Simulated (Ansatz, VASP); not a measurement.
## One calculation of Rh, two programs

File POSCAR:

```
Rh
1.0
    0.0000000000      1.8899900488      1.8899900488
    1.8899900488      0.0000000000      1.8899900488
    1.8899900488      1.8899900488      0.0000000000
Rh
1
Direct
    0.0000000000      0.0000000000      0.0000000000
```

The input INCAR.step1:

```
SYSTEM = Rh
PREC = Accurate ; ENCUT = 520
ISMEAR = 0 ; SIGMA = 0.1
LREAL = .FALSE. ; LASPH = .TRUE.
NELM = 100 ; NBANDS = 14
GGA = PE ; ALGO = Normal
EDIFF = 1E-4 ; LWAVE = .TRUE.
LCHARG = .FALSE.
```

The input INCAR.step2:

```
SYSTEM = Rh
PREC = Accurate ; ENCUT = 520
EDIFF = 1E-6 ; ISMEAR = 0
SIGMA = 0.1 ; LREAL = .FALSE.
LASPH = .TRUE. ; NELM = 100
ALGO = Normal ; ISIF = 2
LWAVE = .FALSE. ; LCHARG = .TRUE.
METAGGA = R2SCAN ; LMIXTAU = .TRUE.
LELF = .TRUE. ; LVHAR = .TRUE.
NBANDS = 14 ; ISTART = 1
```

Contents of KPOINTS:

```
Automatic mesh
0
G
  18 18 18
  0 0 0
```

Input for Ansatz:

```yaml
crystal:
  lattice:
    - [0.0, 1.8899900488, 1.8899900488]
    - [1.8899900488, 0.0, 1.8899900488]
    - [1.8899900488, 1.8899900488, 0.0]
  atoms:
    - { symbol: Rh, position: [0.0, 0.0, 0.0] }
basis:
  ecutwfc: 500
kpoints:
  mp_grid: { grid: [18, 18, 18] }
  band_path:
    path:
      - [0.0, 0.0, 0.0]
      - [0.5, 0.0, 0.5]
      - [0.625, 0.25, 0.625]
      - [0.375, 0.375, 0.75]
      - [0.5, 0.5, 0.5]
      - [0.5, 0.25, 0.75]
    npoints: 1
hamiltonian:
  xc: r2scan
scf:
  occupations: { method: gaussian, width: 0.1 }
  n_extra_bands: 4
output:
  forces: true
  stress: true
  eigenvalues: true
```

Alike in both runs: task single point; functional r2SCAN; k mesh 18 × 18 × 18; occupations gaussian, width 0.1 eV; no spin polarisation.

|  | VASP | Ansatz |
| --- | --- | --- |
| version | VASP 6.6.1 | Ansatz 0.2.0 |
| potentials or method | VASP PAW PBE potentials, release 64 (Rh_pv) | scalar-relativistic, plane waves, PAW |
| plane-wave cutoff (eV) | 520 | 500 |
| valence electrons in the cell | 15 | 17 |

```csv
,VASP,Ansatz,Ansatz less VASP
gap on the k mesh at the Fermi level (eV),none,none,-
pressure (GPa),5.9,4.6,-1.30
```

A gap of «none» marks a metal or a gap that the smearing closes. The two sets of potentials don't hold the same shells in valence.

Caveats: the PAW data sets were made with another functional, which shifts forces and pressure a little (VASP).
